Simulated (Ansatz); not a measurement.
# A series in volume per atom on Al

All results are calculated (Ansatz 0.2.0 development build). Equation of state of a cubic crystal from periodic Kohn-Sham density functional theory without spin; pressure corrected for the finite basis.

Cell of the first row (space group Pm-3m, No. 221):
```
CELL_PARAMETERS angstrom
2.66660 0.00000 0.00000
0.00000 2.66660 0.00000
0.00000 0.00000 2.66660
ATOMIC_POSITIONS crystal
Al 0.00000 0.00000 0.00000
```

Settings of every row: formula Al; structure type simple cubic; functional PBE; spin treatment none; k mesh 20x20x20; occupation method fermi-dirac; occupation width 0.061225619 eV; wave cutoff 700 eV; datasets hard PAW; density cutoff ratio 4.

Limits: a cubic model structure, not a phase known at ambient conditions; modest k-mesh, values are not fully converged in k; the SCF threshold is loose for a stress in some rows.

```csv
row,volume per atom (Å³),energy above lowest point (meV/atom),pressure (GPa)
1,18.961,14.15,3.983
2,19.364,6.02,2.506
3,19.767,1.41,1.173
4,20.171,0,-0.03
5,20.574,1.46,-1.114
6,20.978,?,?
7,21.381,11.88,-2.957
```

Question: what energy above lowest point and pressure should row 6 give?

Worked fit of energy above lowest point. Take u = (V_r/V)^(2/3) − 1 with V_r = 19.969 Å³ an atom, which is twice the finite (Eulerian) strain; such expansions in the strain, on which the Birch-Murnaghan equation of state is built, carry the rest volume and the bulk modulus. The shown rows have u = 0.03513, 0.02072, 0.0068, -0.00669, -0.0197, -0.04453. Least squares give energy above lowest point = 0.329 + 103.94 × u + 8205.7 × u² + 1031 × u³ meV/atom; a parabola predicts inner rows, each left out in turn, worse (root mean square 0.022 against 0.0085 meV/atom). The rows lie off it by 0.00, 0.01, -0.01, 0.00, 0.00, 0.00. Its lowest point lies at u = -0.0063, or V = 20.16 Å³ an atom, and the curvature there gives the bulk modulus at fixed shape and fractions, B = (4/9)(1 + u)² E″(u)/V = 57.1 GPa. The withheld row has u = -0.03233, so the fit gives 0.329 + 103.94 × (-0.03233) + 8205.7 × (-0.03233)² + 1031 × (-0.03233)³ = 5.51 meV/atom.

The calculation gave 5.51 meV/atom. The fit meets it to the printed digit.

Worked fit of pressure. Take u = (V_r/V)^(2/3) − 1 with V_r = 19.969 Å³ an atom, which is twice the finite (Eulerian) strain; such expansions in the strain, on which the Birch-Murnaghan equation of state is built, carry the rest volume and the bulk modulus. The shown rows have u = 0.03513, 0.02072, 0.0068, -0.00669, -0.0197, -0.04453. Least squares give pressure = 0.5554 + 89.319 × u + 234.5 × u² GPa; a straight line predicts inner rows, each left out in turn, worse (root mean square 0.15 against 0.0016 GPa). The rows lie off it by 0.000, -0.001, -0.001, 0.002, -0.001, 0.000. The pressure vanishes at u = -0.0063, or V = 20.16 Å³ an atom, and there the bulk modulus at fixed shape and fractions is B = −V dP/dV = (2/3)(1 + u) dP/du = 57.2 GPa. The withheld row has u = -0.03233, so the fit gives 0.5554 + 89.319 × (-0.03233) + 234.5 × (-0.03233)² = -2.087 GPa.

The calculation gave -2.085 GPa. The fit lies 0.002 GPa (0.029 % of the column's range) below it; its largest miss of a shown row is 0.002 GPa.
